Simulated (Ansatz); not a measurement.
Te (P3_121) from a database structure, relaxed with r2SCAN+rVV10 in the plane-wave code Ansatz. Space group P3_121 (No. 152), trigonal; conventional cell a = 4.471 Å, c = 5.949 Å, 34.33 Å³ an atom. Te is surrounded by 2 Te at 2.85 Å.

The axes x, y and z are those of this cell:
```yaml
crystal:
  lattice:
    - [4.47126, 0.00000, 0.00000]
    - [-2.23563, 3.87222, 0.00000]
    - [0.00000, 0.00000, 5.94875]
  atoms:
    - { symbol: Te, position: [0.26419, 0.00000, 0.33333] }
    - { symbol: Te, position: [0.00000, 0.26419, 0.66667] }
    - { symbol: Te, position: [0.73581, 0.73581, 0.00000] }
```

Unstrained: r2SCAN gives an indirect gap of 0.329 eV, from k = (1/3, 1/3, 0.470) to H; the least direct gap is 0.360 eV at H. The HSE06 gap is indirect, 0.602 eV (k = (1/3, 1/3, 0.470) to H), below the direct gap of 0.632 eV at H. Meshes: r2SCAN 6×6×4, HSE06 6×6×4. Strains are changes of length per length. After each strain the atoms were relaxed again with r2SCAN+rVV10 within the symmetry that the strain leaves, so tilts or polar shifts that break it weren't tested; points keep the names that they have in the unstrained zone. No spin polarisation and no zero-point or thermal motion.

Problem. Apply uniaxial -2.03 % along z, other directions held. How far does the gap move, against the unstrained cell?

Solution. r2SCAN: the gap goes from 0.329 to 0.449 eV (+0.120 eV); the edges go from (1/3, 1/3, 0.470) → H to (1/3, 1/3, 0.473) → H. HSE06: the gap goes from 0.602 to 0.721 eV (+0.119 eV); the edges go from (1/3, 1/3, 0.470) → H to (1/3, 1/3, 0.473) → H.

Problem. Estimate what isotropic +2.88 % on every length does to the gap.

Solution. r2SCAN: the gap goes from 0.329 to 0.296 eV (-0.033 eV); the edges go from (1/3, 1/3, 0.470) → H to (1/3, 1/3, 0.458) → H. HSE06: the gap goes from 0.602 to 0.594 eV (-0.008 eV); the edges go from (1/3, 1/3, 0.470) → H to (1/3, 1/3, 0.458) → H.

Spin-orbit coupling is left out, which matters wherever the heavy atoms make up the band edges.

Where an edge lies off the special points, it is a point of the mesh or the k point where a search put PBE's edge or least direct gap, reused for the other functionals, whose own edges may lie a little apart.

Coordinates of k points refer to the reciprocal vectors of the primitive cell of the runs.

The meshes of the hybrids are coarse, so their gaps aren't converged to the digits shown.
